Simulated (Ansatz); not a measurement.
# Au: the cost of one run

Program: Ansatz 0.2.0. Level of theory: DFT PBE, scalar-relativistic, plane waves, PAW. These are calculated values, not measurements.

### Step 1. The starting structure

Symmetry: P-3m1, No. 164, trigonal system. The conventional cell has a = 2.884 Å, b = 2.884 Å, c = 24.418 Å, α = 90.00°, β = 90.00°, γ = 120.00°. Au (site symmetry 3m) is surrounded by 9 Au at 2.88 Å. Au (site symmetry 3m) is surrounded by 12 Au at 2.88 Å. Au (site symmetry -3m) has 12 Au at 2.88 Å as nearest neighbours.

Structure file:

```
Au
1.0
     2.88358    0.00000    0.00000
     1.44179    2.49725    0.00000
     0.00000    0.00000   24.41774
Au
5
Cartesian
  0.0000 0.0000 7.5000
  1.4418 0.8324 9.8544
  2.8836 1.6648 12.2089
  0.0000 0.0000 14.5633
  1.4418 0.8324 16.9177
```

### Step 2. Relaxing the atoms: Au5 slab, no spin

input.yaml

```yaml
crystal:
  lattice:
    - [2.8835814537, 0.0, 0.0]
    - [1.4417907268, 2.4972547928, 0.0]
    - [0.0, 0.0, 24.417737591]
  atoms:
    - { symbol: Au, position: [0.0, 0.0, 0.3071537636] }
    - { symbol: Au, position: [0.3333333333, 0.3333333333, 0.4035768818] }
    - { symbol: Au, position: [0.6666666667, 0.6666666667, 0.5] }
    - { symbol: Au, position: [0.0, 0.0, 0.5964231182] }
    - { symbol: Au, position: [0.3333333333, 0.3333333333, 0.6928462364] }
scf:
  occupations: { method: gaussian, width: 0.1 }
output:
  forces: true
  stress: false
  efg: {}
  write_density: true
  write_potential: true
  elf: true
  volumetric_format: npy
hamiltonian:
  xc: pbe
efield:
  axis: 3
  dipole_correction: true
kpoints:
  mp_grid: { grid: [16, 16, 1] }
relax:
  f_tol: 0.01
```

Run with:

```
> ansatz run input.yaml --threads 8 --pin off --max-ram 24576MiB --backend cpu --events-out ev --progress --plain --runs-dir out
```

What time and memory should one allow on 8 threads of Intel Xeon Platinum 8259CL at 2.50GHz (Skylake/Cascade Lake), shared host?

About 20 s, with a peak of 0.97 GiB.
